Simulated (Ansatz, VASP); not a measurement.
One calculation of Mg, two programs

INCAR

```
SYSTEM = Mg
  PREC = Accurate
  ENCUT = 600
  EDIFF = 1E-6
  ISMEAR = 0
  SIGMA = 0.1
  LREAL = .False.
  LASPH = .True.
  NELM = 60
  ALGO = Normal
  ISIF = 3
  LWAVE = .False.
  LCHARG = .False.
  GGA = PE
  IBRION = 2
  NSW = 80
  EDIFFG = -0.01
```

Contents of KPOINTS:

```
regular mesh
0
Gamma
  16 16 16
  0 0 0
```

The input POSCAR:

```
Mg
1.0
    0.0000000000      2.1650269240      2.1650269240
    2.1650269240      0.0000000000      2.1650269240
    2.1650269240      2.1650269240      0.0000000000
Mg
1
Direct
    0.0000000000      0.0000000000      0.0000000000
```

Input for Ansatz:

```yaml
crystal:
  lattice:
    - [0.0, 2.165026924, 2.165026924]
    - [2.165026924, 0.0, 2.165026924]
    - [2.165026924, 2.165026924, 0.0]
  atoms:
    - { symbol: Mg, position: [0.0, 0.0, 0.0] }
basis:
  ecutwfc: 420
kpoints:
  mp_grid: { grid: [16, 16, 16] }
hamiltonian:
  xc: pbe
scf:
  occupations: { method: gaussian, width: 0.1 }
output:
  forces: true
  stress: true
  eigenvalues: true
  write_density: true
  write_potential: true
  elf: true
  volumetric_format: npy
relax:
  adjacent_minimum: "off"
  f_tol: 0.01
  max_steps: 60
  cell: { stress_tol: 0.1 }
```

Alike in both runs: task relaxation of cell and atoms; functional PBE; k mesh 16 × 16 × 16; occupations gaussian, width 0.1 eV; no spin polarisation.

|  | VASP | Ansatz |
| --- | --- | --- |
| version | VASP 6.6.1 | Ansatz 0.2.0 |
| potentials or method | VASP PAW PBE potentials, release 64 (Mg) | scalar-relativistic, plane waves, PAW |
| plane-wave cutoff (eV) | 600 | 420 |
| valence electrons in the cell | 2 | 10 |

Ansatz gave:

```
gap on the k mesh at the Fermi level, each at its own relaxed structure (eV) : none
relaxed volume (Å³/atom)                                                     : 23.07
relaxed cell length with the largest relative difference (Å)                 : 3.195
energy change over the relaxation (meV/atom)                                 : -47
```

Question: What did VASP give for the same quantities?

Answer: gap on the k mesh at the Fermi level, each at its own relaxed structure (eV): none; relaxed volume (Å³/atom): 23.04; relaxed cell length with the largest relative difference (Å): 3.194; energy change over the relaxation (meV/atom): -45.

A gap of «none» marks a metal or a gap that the smearing closes. The two sets of potentials don't hold the same shells in valence.
